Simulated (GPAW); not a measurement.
# Fe (P6_3/mmc) in GPAW: notebook

Aim: see how the results for Fe move with the level of theory and the settings. Levels: PBE, SCAN, vdW-DF2. Tasks: band structure, equation of state.

Everything below comes from runs of GPAW 26.7.0. Logs are shortened: lines on timing, memory, paths and dates and some standing lists are left out, and cuts for length are marked. The log counts tension as positive stress, the text compression.

**1. The structure**

It takes space group P6_3/mmc (No. 194, hexagonal). Conventional cell: a = 2.434 Å, b = 2.434 Å, c = 3.842 Å, α = 90.00°, β = 90.00°, γ = 120.00°. Around Fe (site symmetry -6m2) lie 12 Fe at 2.38 to 2.43 Å.

This isn't the form of Fe at room conditions, which is bcc.

**2. Band structure, PBE, collinear spin, ferromagnetic start**

The input, run.py:

```python
from ase import Atoms
from ase.dft.bandgap import bandgap
from ase.io import write
from gpaw import GPAW

atoms = Atoms(['Fe', 'Fe'],
              cell=[[2.4341575853, 0.0, 0.0],
                    [-1.2170787927, 2.1080423057, 0.0],
                    [0.0, 0.0, 3.84193447]],
              scaled_positions=[[0.6666666667, 0.3333333333, 0.75],
                                [0.3333333333, 0.6666666667, 0.25]],
              pbc=True)
atoms.set_initial_magnetic_moments([3.0, 3.0])

calc = GPAW(mode='fd',
            h=0.16,
            xc='PBE',
            kpts={'size': (9, 9, 5), 'gamma': True},
            occupations={'name': 'fermi-dirac', 'width': 0.05},
            nbands=19,
            convergence={'density': 1e-05, 'energy': 1e-05},
            maxiter=150,
            txt='gpaw.txt')
atoms.calc = calc
energy = atoms.get_potential_energy()
forces = atoms.get_forces()
calc.write('gs.gpw')
write('result.traj', atoms)
print(f'Energy: {energy:.6f} eV')
print('Forces (eV/A):')
print(forces.round(4))
print('Moments:', calc.get_magnetic_moments().round(3))
print('Fermi level:', round(calc.get_fermi_level(), 4), 'eV')
print(f'Gap: {bandgap(calc)[0]:.4f} eV, direct: {bandgap(calc, direct=True)[0]:.4f} eV')

path = atoms.cell.bandpath('GMKGALHA,LM,KH', npoints=80, eps=1e-4)
bs_calc = calc.fixed_density(kpts=path, symmetry='off', nbands=27,
                             convergence={'bands': 'CBM+6.0', 'eigenstates': 1e-6}, txt='bands.txt')
bs = bs_calc.band_structure()
bs.write('bs.json')
print(f'Gap on the path: {bandgap(bs_calc)[0]:.4f} eV')
```

Potentials or basis: GPAW PAW data sets (gpaw-data 1.2.1), fd.

Started as:

```console
OMP_NUM_THREADS=1 python run.py
```

gpaw.txt:

```text
__  _  _
 | _ |_)|_||  |
 |__||  | ||/\| - 26.7.0

Input parameters:
  mode=FD(),
  convergence={'density': 1e-05, 'energy': 1e-05},
  h=0.16,
  kpts=MonkhorstPack(size=(9, 9, 5), gamma=True),
  maxiter=150,
  nbands=19,
  occupations=Occupations(name='fermi-dirac', width=0.05),
  xc=XC(name='PBE')

Diagonalizing LCAO Hamiltonian
Converting LCAO to fd mode

          Fe

        Fe

Atoms  # Å, Bohr magnetons
|   | symbol |         x |        y |        z |    initial magnetic moments |
|---|--------|-----------|----------|----------|-----------------------------|
| 0 |     Fe |  1.217079 | 0.702681 | 2.881451 | ( 0.0000,  0.0000,  3.0000) |
| 1 |     Fe | -0.000000 | 1.405362 | 0.960484 | ( 0.0000,  0.0000,  3.0000) |

Unit cell  # Å
| periodic |         x |        y |        z |  lengths |     angles |
|----------|-----------|----------|----------|----------|------------|
|      yes |  2.434158 | 0.000000 | 0.000000 | 2.434158 |  90.000000 |
|      yes | -1.217079 | 2.108042 | 0.000000 | 2.434158 |  90.000000 |
|      yes |  0.000000 | 0.000000 | 3.841934 | 3.841934 | 120.000000 |

Number of symmetries: 12
Symmetry operations  # r_c * U_cc + t_c -> r_c
|    | kind |            matrix            |
|----|------|------------------------------|
|  0 |  σ   |  1, 1, 0,  0,-1, 0,  0, 0, 1 |
|  1 |  S6  |  1, 1, 0, -1, 0, 0,  0, 0,-1 |
|  2 |  E   |  1, 0, 0,  0, 1, 0,  0, 0, 1 |
|  3 |  C2  |  1, 0, 0, -1,-1, 0,  0, 0,-1 |
|  4 |  C2  |  0, 1, 0,  1, 0, 0,  0, 0,-1 |
|  5 |  C3  |  0, 1, 0, -1,-1, 0,  0, 0, 1 |
|  6 |  S6  |  0,-1, 0,  1, 1, 0,  0, 0,-1 |
|  7 |  σ   |  0,-1, 0, -1, 0, 0,  0, 0, 1 |
|  8 |  σ   | -1, 0, 0,  1, 1, 0,  0, 0, 1 |
|  9 |  i   | -1, 0, 0,  0,-1, 0,  0, 0,-1 |
| 10 |  C3  | -1,-1, 0,  1, 0, 0,  0, 0, 1 |
| 11 |  C2  | -1,-1, 0,  0, 1, 0,  0, 0,-1 |

BZ-sampling:
  Number of BZ points: 405
  Number of IBZ points: 50

  Monkhorst-Pack size: [9, 9, 5]
  Monkhorst-Pack shift: [0, 0, 0]

K-points  # in reciprocal-cell coordinates
|     |                                coordinates |     weight |
|-----|--------------------------------------------|------------|
|   0 | (  0.00000000,   0.00000000,   0.00000000) | 0.00246914 |
|   1 | (  0.00000000,   0.00000000,   0.20000000) | 0.00493827 |
|   2 | (  0.00000000,   0.00000000,   0.40000000) | 0.00493827 |
|   3 | (  0.11111111,   0.00000000,  -0.40000000) | 0.01481481 |
|   4 | (  0.11111111,   0.00000000,  -0.20000000) | 0.01481481 |
|   5 | (  0.11111111,   0.00000000,   0.00000000) | 0.01481481 |
|   6 | (  0.11111111,   0.00000000,   0.20000000) | 0.01481481 |
|   7 | (  0.11111111,   0.00000000,   0.40000000) | 0.01481481 |
|   8 | (  0.22222222,  -0.11111111,   0.00000000) | 0.01481481 |
|   9 | (  0.22222222,  -0.11111111,   0.20000000) | 0.02962963 |
| ... |                                            |            |
|  49 | (  0.44444444,   0.44444444,   0.40000000) | 0.02962963 |

Uniform wave function grid shape: (np.int64(12), np.int64(12), np.int64(24))
Spin-components: 2 (collinear spins)
Bands:           19
Projectors:      12
Spin-degeneracy: 1
Datatype:        complex128

Parallelization:
  kpt:    1
  domain: 1
  band:   1

Density:
  Valence electrons: 16.0
  Components: 2
  Grid points: [12 12 24]
  Charge: 0.0  # |e|

Potential:
  Grid points: [12 12 24]

species:
  Fe:
    name:    Iron
    Z:       26.0
    valence: 8
    core:    18
    charge:  0.0  # [|e|]
    compensation charges:
      type: gauss
      rc: 0.33  # [Å]
      lmax: 2
    cutoffs:
      filter: 2.06  # [Å]
      core: 2.67  # [Å]
    projectors
    | kind |    occ | energy [eV] | rcut [Å] |
    |------|--------|-------------|----------|
    |   4s |  2.000 |      -5.291 |    1.164 |
    |   4p |  0.000 |      -1.326 |    1.058 |
    |   3d |  6.000 |      -7.505 |    1.058 |
    |    s |        |      21.920 |    1.164 |
    |    p |        |      25.885 |    1.058 |
    |    d |        |      19.706 |    1.058 |

    Using partial waves for Fe as LCAO basis

Reference energy: -69238.909200  # eV

eigensolver:
  PPCG
  Converge bands: occupied
  niter=2

density mixing:
  MSR1-Mixer
  Pratt-step length: 0.05
  Maximum mixing coefficient: 0.75
  Old densities: 10
  SVD Regularization: 0.005
  Good broyden scale: 1.0
  Trust region scale: 1.0
  Backstep threshold: 4.0
  History deletion threshold: 6.0
  Fourier metric: weight=20.0, sigma=0.015

occupation numbers:
  Fermi-Dirac:
    width: 0.0500  # eV

FastPoissonSolver using
    Stencil: 8*3+1=25 point O(h^6) finite-difference Laplacian
    FFT axes: [np.int64(0), np.int64(1), np.int64(2)]
    FST axes: []

xc functional:
  name: PBE with 2 nearest neighbor stencil
interpolation: tri-quintic # 5. degree polynomial

convergence criteria:
- Maximum integral of absolute [dens]ity change: 1e-05 electrons / valence electron
- Maximum [total energy] change in last 3 cyles: 1e-05 eV / valence electron
- Maximum integral of absolute [eigenst]ate change: 4e-08 eV^2 / valence electron
maximum number of iterations: 150

SCF iterations
|iter     | |      energy | eigst |  dens |  magmom |
|---------|-|-------------|-------|-------|---------|
|iter:   1| |  -16.829800 | +0.81 |       |  +6.0106|
|iter:   2| |  -16.876069 | -0.47 | -0.82 |  +5.9261|
|iter:   3| |  -17.122601 | -0.70 | -0.85 |  +4.8274|
|iter:   4| |  -17.439126 | -0.98 | -1.12 |  +3.7032|
|iter:   5| |   17.581813 | +1.35 | -0.98 | -12.6587|
|iter:   6| |  -17.738831 | +0.99 | -0.24 |  +1.8029|
|iter:   7| |  -17.787424 | +0.03 | -1.03 |  +1.7828|
|iter:   8| |  -17.887601 | -0.57 | -1.17 |  +1.2355|
|iter:   9| |  -17.971917 | -1.06 | -1.24 |  +0.7536|
|iter:  10| |  -18.015456 | -1.15 | -1.31 |  -0.0426|
|iter:  11| |  -17.994456 | -1.57 | -1.54 |  -0.1418|
|iter:  12| |  -17.990422 | -2.18 | -1.79 |  +0.2937|
|iter:  13| |  -17.995992 | -2.53 | -1.93 |  -0.0826|
|iter:  14| |  -17.996812 | -3.12 | -2.26 |  +0.0613|
|iter:  15| |  -17.997140 | -3.56 | -2.68 |  +0.0047|
|iter:  16| |  -17.997162 | -4.06 | -3.33 |  +0.0032|
|iter:  17| |  -17.997166c| -4.57 | -3.86 |  +0.0008|
|iter:  18| |  -17.997168c| -4.95 | -4.25 |  +0.0001|
|iter:  19| |  -17.997168c| -5.43 | -4.72 |  +0.0000|
|iter:  20| |  -17.997168c| -5.79 | -5.42c|  +0.0000|
|iter:  21| |  -17.997168c| -6.25 | -5.37c|  -0.0000|
|iter:  22| |  -17.997168c| -6.62 | -5.86c|  +0.0000|
|iter:  23| |  -17.997168c| -7.03 | -6.19c|  +0.0000|
|iter:  24| |  -17.997168c| -7.38 | -6.13c|  +0.0000|
|iter:  25| |  -17.997168c| -7.73c| -6.35c|  +0.0000|

Converged in 25 steps
Energy contributions relative to reference atoms: (reference = -69238.909200)

Energy contributions:
  Kinetic:          10.594021
  Coulomb:          -9.219592
  Zero:              0.299140
  External:          0.000000
  Xc:              -19.662693
  Entropy:          -0.016090
  Spinorbit:         0.000000
  ----------------------------
  Free energy:     -18.005213
  Extrapolated:    -17.997168

dipole moment: (-0.000000, -0.000000, -0.000000)  # |e|*Ang

Total magnetic moment: (0.000000, 0.000000, 0.000000)

Local magnetic moments
|        x |        y |        z |
|----------|----------|----------|
| 0.000000 | 0.000000 | 0.000000 |  # Fe   0
| 0.000000 | 0.000000 | 0.000000 |  # Fe   1

Fermi level: 12.290
Eigenvalues  # (at kpt = [0.000, 0.000, 0.000])
| band index |      eig [eV] | occ [0-1] |      eig [eV] | occ [0-1] |
|------------|---------------|-----------|---------------|-----------|
|          0 |         3.005 |     1.000 |         3.005 |     1.000 |
|          1 |         7.079 |     1.000 |         7.079 |     1.000 |
|          2 |        10.485 |     1.000 |        10.485 |     1.000 |
|          3 |        10.486 |     1.000 |        10.486 |     1.000 |
|          4 |        10.649 |     1.000 |        10.649 |     1.000 |
|          5 |        10.982 |     1.000 |        10.982 |     1.000 |
[... 9 lines left out ...]
|         15 |        38.234 |     0.000 |        38.209 |     0.000 |
|         16 |        38.321 |     0.000 |        38.363 |     0.000 |
|        ... |               |           |               |           |
|         18 |        39.001 |     0.000 |        38.473 |     0.000 |

No gap
No difference between direct/indirect transitions

Forces  # eV/Ang
|        x |        y |        z |
|----------|----------|----------|
| -0.00000 |  0.00000 | -0.00003 |  # Fe   0
|  0.00000 | -0.00000 |  0.00003 |  # Fe   1

# Writing to gs.gpw (mode='')
```

It took 8.1 min on 1 thread of Arm Neoverse V1, shared host; peak memory 0.74 GiB.

Results:

```
Free energy             : -18.0052 eV
Band gap along the path : none (metal or under the smearing width)
Net moment              : 0.00 μB per cell
```

Levels at the corners of the path, in eV from the Fermi level:
Spin up:
```csv
point,band 4,band 5,band 6,band 7,band 8,band 9,band 10,band 11,band 12
Γ,-1.80,-1.64,-1.31,-1.31,-0.94,-0.94,0.40,0.71,0.71
M,-2.26,-2.12,-1.65,-1.17,0.81,1.05,1.11,2.73,4.95
K,-3.51,-2.18,-2.18,-0.84,0.60,0.60,0.86,5.73,6.86
Γ,-1.80,-1.64,-1.31,-1.31,-0.94,-0.94,0.40,0.71,0.71
A,-2.23,-1.93,-1.93,-1.93,-1.93,0.30,0.30,0.30,0.30
L,-3.36,-0.73,-0.73,0.03,0.03,0.96,0.96,2.47,2.47
H,-3.54,-2.42,-2.42,-0.79,-0.79,0.74,0.74,7.12,7.12
A,-2.23,-1.93,-1.93,-1.93,-1.93,0.30,0.30,0.30,0.30
L,-3.36,-0.73,-0.73,0.03,0.03,0.96,0.96,2.47,2.47
M,-2.26,-2.12,-1.65,-1.17,0.81,1.05,1.11,2.73,4.95
K,-3.51,-2.18,-2.18,-0.84,0.60,0.60,0.86,5.73,6.86
H,-3.54,-2.42,-2.42,-0.79,-0.79,0.74,0.74,7.12,7.12
```
Spin down:
```tsv
point	band 6	band 7	band 8	band 9	band 10	band 11
Γ	-1.31	-1.31	-0.94	-0.94	0.40	0.71
M	-1.65	-1.17	0.81	1.05	1.11	2.73
K	-2.18	-0.84	0.60	0.60	0.86	5.73
Γ	-1.31	-1.31	-0.94	-0.94	0.40	0.71
A	-1.93	-1.93	-1.93	0.30	0.30	0.30
L	-0.73	0.03	0.03	0.96	0.96	2.47
H	-2.42	-0.79	-0.79	0.74	0.74	7.12
A	-1.93	-1.93	-1.93	0.30	0.30	0.30
L	-0.73	0.03	0.03	0.96	0.96	2.47
M	-1.65	-1.17	0.81	1.05	1.11	2.73
K	-2.18	-0.84	0.60	0.60	0.86	5.73
H	-2.42	-0.79	-0.79	0.74	0.74	7.12
```

Caveat: the real-space grid adds noise to forces; the starting moments collapsed, and a magnetic state may lie lower.

**3. Band structure, SCAN, collinear spin, ferromagnetic start**

Edit run.py of step 2 so:

```diff
@@ -3,3 +3,4 @@
 from ase.io import write
-from gpaw import GPAW
+from ase.units import GPa
+from gpaw import GPAW, PW
 
@@ -14,5 +15,4 @@
 
-calc = GPAW(mode='fd',
-            h=0.16,
-            xc='PBE',
+calc = GPAW(mode=PW(600),
+            xc='MGGA_X_SCAN+MGGA_C_SCAN',
             kpts={'size': (9, 9, 5), 'gamma': True},
@@ -26,2 +26,3 @@
 forces = atoms.get_forces()
+stress = atoms.get_stress()
 calc.write('gs.gpw')
@@ -31,2 +32,3 @@
 print(forces.round(4))
+print('Stress (GPa):', (stress / GPa).round(3))
 print('Moments:', calc.get_magnetic_moments().round(3))
@@ -35,3 +37,3 @@
 
-path = atoms.cell.bandpath('GMKGALHA,LM,KH', npoints=80, eps=1e-4)
+path = atoms.cell.bandpath('GMKGALHA,LM,KH', npoints=60, eps=1e-4)
 bs_calc = calc.fixed_density(kpts=path, symmetry='off', nbands=27,
```

Potentials or basis: GPAW PAW data sets (gpaw-data 1.2.1), pw.

Started as:

```console
OMP_NUM_THREADS=1 python run.py
```

gpaw.txt:

```text
__  _  _
 | _ |_)|_||  |
 |__||  | ||/\| - 26.7.0

Input parameters:
  mode=PW(ecut=600.0),
  convergence={'density': 1e-05, 'energy': 1e-05},
  kpts=MonkhorstPack(size=(9, 9, 5), gamma=True),
  maxiter=150,
  nbands=19,
  occupations=Occupations(name='fermi-dirac', width=0.05),
  xc=XC(name='MGGA_X_SCAN+MGGA_C_SCAN')

Diagonalizing LCAO Hamiltonian
Converting LCAO to pw mode

          Fe

        Fe

Atoms  # Å, Bohr magnetons
|   | symbol |         x |        y |        z |    initial magnetic moments |
|---|--------|-----------|----------|----------|-----------------------------|
| 0 |     Fe |  1.217079 | 0.702681 | 2.881451 | ( 0.0000,  0.0000,  3.0000) |
| 1 |     Fe | -0.000000 | 1.405362 | 0.960484 | ( 0.0000,  0.0000,  3.0000) |

Unit cell  # Å
| periodic |         x |        y |        z |  lengths |     angles |
[... 162 lines left out ...]
  Extrapolated:    -35.401061

dipole moment: (-0.000012, -0.000021, -0.000038)  # |e|*Ang

Total magnetic moment: (0.000000, 0.000000, 5.000706)

Local magnetic moments
|        x |        y |        z |
|----------|----------|----------|
| 0.000000 | 0.000000 | 2.521719 |  # Fe   0
| 0.000000 | 0.000000 | 2.521719 |  # Fe   1

Fermi level: 12.430
Eigenvalues  # (at kpt = [0.000, 0.000, 0.000])
| band index |      eig [eV] | occ [0-1] |      eig [eV] | occ [0-1] |
|------------|---------------|-----------|---------------|-----------|
|          0 |         2.185 |     1.000 |         2.577 |     1.000 |
|          1 |         6.080 |     1.000 |         7.736 |     1.000 |
|          2 |         9.181 |     1.000 |        12.347 |     0.843 |
|          3 |         9.181 |     1.000 |        12.350 |     0.834 |
|          4 |         9.547 |     1.000 |        12.373 |     0.761 |
|          5 |         9.660 |     1.000 |        12.671 |     0.008 |
[... 8 lines left out ...]
|         14 |        38.248 |     0.000 |        38.696 |     0.000 |
|         15 |        38.248 |     0.000 |        39.247 |     0.000 |
|        ... |               |           |               |           |
|         18 |        38.714 |     0.000 |        39.472 |     0.000 |

No gap
No difference between direct/indirect transitions

Forces  # eV/Ang
|        x |        y |        z |
|----------|----------|----------|
|  0.00000 |  0.00000 |  0.00001 |  # Fe   0
| -0.00000 | -0.00000 | -0.00001 |  # Fe   1

Stress tensor  # eV/Ang^3
|         x |         y |         z |
|-----------|-----------|-----------|
| -0.272638 | -0.000000 |  0.000000 |
| -0.000000 | -0.272638 |  0.000000 |
|  0.000000 |  0.000000 | -0.455499 |

# Writing to gs.gpw (mode='')
```

stdout:

```text
Energy: -35.401061 eV
Forces (eV/A):
[[ 0.  0.  0.]
 [-0. -0. -0.]]
Stress (GPa): [-43.681 -43.681 -72.979   0.      0.     -0.   ]
Moments: [2.522 2.522]
Fermi level: 12.4304 eV
Gap: 0.0000 eV, direct: 0.0000 eV
Gap on the path: 0.0000 eV
```

Wall time 2.9 min (1 thread of Arm Neoverse V1, shared host); peak memory 0.28 GiB.

Results:

| Property | Result |
| --- | --- |
| Free energy | -35.4090 eV |
| Pressure | 53.4 GPa |
| Band gap along the path | none (metal or under the smearing width) |
| Net moment | 5.00 μB per cell |
| Site moments | Fe +2.52 μB |

Stress tensor (GPa, compression positive):
```
43.68  0.00  0.00
 0.00 43.68  0.00
 0.00  0.00 72.98
```

Levels at the corners of the path, in eV from the Fermi level:
Spin up:
| point | band 8 | band 9 | band 10 | band 11 | band 12 |
| --- | --- | --- | --- | --- | --- |
| Γ | -2.44 | -2.44 | -0.80 | -0.80 | -0.12 |
| M | -0.70 | -0.46 | -0.42 | 1.71 | 4.13 |
| K | -0.75 | -0.75 | -0.67 | 4.95 | 6.22 |
| Γ | -2.44 | -2.44 | -0.80 | -0.80 | -0.12 |
| A | -3.38 | -1.21 | -1.21 | -1.21 | -1.21 |
| L | -1.08 | -0.55 | -0.55 | 1.67 | 1.67 |
| H | -2.27 | -0.58 | -0.58 | 6.48 | 6.48 |
| A | -3.38 | -1.21 | -1.21 | -1.21 | -1.21 |
| L | -1.08 | -0.55 | -0.55 | 1.67 | 1.67 |
| M | -0.70 | -0.46 | -0.42 | 1.71 | 4.13 |
| K | -0.75 | -0.75 | -0.67 | 4.95 | 6.22 |
| H | -2.27 | -0.58 | -0.58 | 6.48 | 6.48 |
Spin down:
```
point  band 2  band 3  band 4  band 5  band 6  band 7  band 8  band 9  band 10  band 11
    Γ   -4.69   -0.08   -0.08   -0.06    0.24    0.53    0.53    1.16     1.16     3.11
    M   -3.89   -3.28   -2.01   -0.28   -0.07    0.37    3.06    3.35     3.61     4.46
    K   -3.06   -3.02   -2.79   -0.60   -0.60    0.88    2.68    2.68     3.29     7.05
    Γ   -4.69   -0.08   -0.08   -0.06    0.24    0.53    0.53    1.16     1.16     3.11
    A   -7.17   -1.03   -1.03   -0.19   -0.19   -0.18   -0.18    2.60     2.60     2.60
    L   -4.30   -2.15   -2.15    0.79    0.79    1.33    1.33    3.24     3.24     3.85
    H   -2.58   -2.34   -2.34   -1.46   -1.46    1.17    1.17    2.87     2.87     8.27
    A   -7.17   -1.03   -1.03   -0.19   -0.19   -0.18   -0.18    2.60     2.60     2.60
    L   -4.30   -2.15   -2.15    0.79    0.79    1.33    1.33    3.24     3.24     3.85
    M   -3.89   -3.28   -2.01   -0.28   -0.07    0.37    3.06    3.35     3.61     4.46
    K   -3.06   -3.02   -2.79   -0.60   -0.60    0.88    2.68    2.68     3.29     7.05
    H   -2.58   -2.34   -2.34   -1.46   -1.46    1.17    1.17    2.87     2.87     8.27
```

Caveat: a pressure of tens of GPa on the cell as given is suspect, and the run, the potentials or the cell itself is likely at fault; the PAW data sets were made with another functional, which shifts forces and pressure a little.

[end of part 1 of 2]
